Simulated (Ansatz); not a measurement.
# Si (hcp type): how the settings move a single-point run

Question: which choices in the input matter for Si (hcp type)?

Program: Ansatz 0.2.0. Level of theory: reference: DFT, PBEsol, PAW with Ansatz's default frozen-core files, scalar-relativistic. These are calculated values, not measurements.

### 1 The starting structure

It takes space group P6_3/mmc (No. 194, hexagonal). The conventional cell has a = 2.693 Å, b = 2.693 Å, c = 4.445 Å, α = 90.00°, β = 90.00°, γ = 120.00°. Around Si (site symmetry -6m2) lie 12 Si at 2.69 to 2.71 Å.

Coordinates:

```xyz
2
Lattice="2.6926 0.0000 0.0000 -1.3463 2.3319 0.0000 0.0000 0.0000 4.4453" Properties=species:S:1:pos:R:3 pbc="T T T"
Si    0.0000    1.5546    1.1113
Si    1.3463    0.7773    3.3340
```

### 2 Reference

Input file input.yaml:

```yaml
crystal:
  lattice:
    - [2.6926476005, 0.0, 0.0]
    - [-1.3463238003, 2.3319012254, 0.0]
    - [0.0, 0.0, 4.445335181]
  atoms:
    - { symbol: Si, position: [0.3333333333, 0.6666666667, 0.25] }
    - { symbol: Si, position: [0.6666666667, 0.3333333333, 0.75] }
kpoints:
  mp_grid: { grid: [17, 17, 9] }
  band_path:
    path:
      - [0.0, 0.0, 0.0]
      - [0.5, 0.0, 0.0]
      - [0.3333333333, 0.3333333333, 0.0]
      - [0.0, 0.0, 0.0]
      - [0.0, 0.0, 0.5]
      - [0.5, 0.0, 0.5]
      - [0.3333333333, 0.3333333333, 0.5]
      - [0.0, 0.0, 0.5]
      - [0.5, 0.0, 0.5]
    npoints: 8
scf:
  occupations: { method: fermi_dirac, width: 0.08 }
hamiltonian:
  xc: pbesol
  pseudopotentials: { kind: paw }
output:
  forces: true
  stress: true
  eigenvalues: true
  populations: true
  dos: { projected: true, de: 0.2, e_range: [-14, 8] }
```

Run with:

```console
ansatz run input.yaml --threads 1 --pin off --max-ram 2048MiB --backend cpu --events-out ev --progress --plain --runs-dir out
```

### 3 Changed: mp_grid.grid [26, 26, 14], preconditioner ldos, dispersion d3bjatm

input.yaml: that of step 2 with these lines changed.

```diff
@@ -9,3 +9,3 @@
 kpoints:
-  mp_grid: { grid: [17, 17, 9] }
+  mp_grid: { grid: [26, 26, 14] }
   band_path:
@@ -24,2 +24,3 @@
   occupations: { method: fermi_dirac, width: 0.08 }
+  mixing: { preconditioner: ldos }
 hamiltonian:
@@ -27,2 +28,3 @@
   pseudopotentials: { kind: paw }
+  dispersion: d3bjatm
 output:
@@ -32,2 +34,5 @@
   populations: true
-  dos: { projected: true, de: 0.2, e_range: [-14, 8] }
+  write_density: true
+  write_potential: true
+  elf: true
+  volumetric_format: npy
```

What does the calculation give? Wanted: for each run, ending; energy change; pressure; gap; force.

**Answer**, as computed:

```
                                                                  run     ending                                             energy change  pressure (GPa)  gap (eV)  force (eV/Å)  cycles   time
                                                            reference  converged                                                         0             0.0      0.00          0.00       6  3.7 s
1: mp_grid.grid [26, 26, 14], preconditioner ldos, dispersion d3bjatm  converged  -360.5 meV/atom (dispersion and other settings together)            -3.9      0.00          0.00       6   12 s
```

Times don't compare one to one where runs were asked for different outputs or read a saved state (see the inputs); cycles may leave out searches for a lower state.

Residual by cycle in the longest SCF loop of each run; runs are numbered as in the table. The quantity is the density residual dr2, in eV.

```
cycle  reference    run 1
    1     0.0015   0.0015
    2     5.6e-4   1.1e-5
    3     4.0e-7   1.5e-7
    4     1.2e-8   4.3e-9
    5    4.3e-10  4.1e-11
    6    6.5e-13  1.5e-13
```

**Reading.** The energy moves by -360.5 meV/atom, nearly all of it the dispersion term itself (-361.9 meV/atom); that offset belongs to the model and is no gain or loss of stability; the pressure goes from 0.0 to -3.9 GPa.
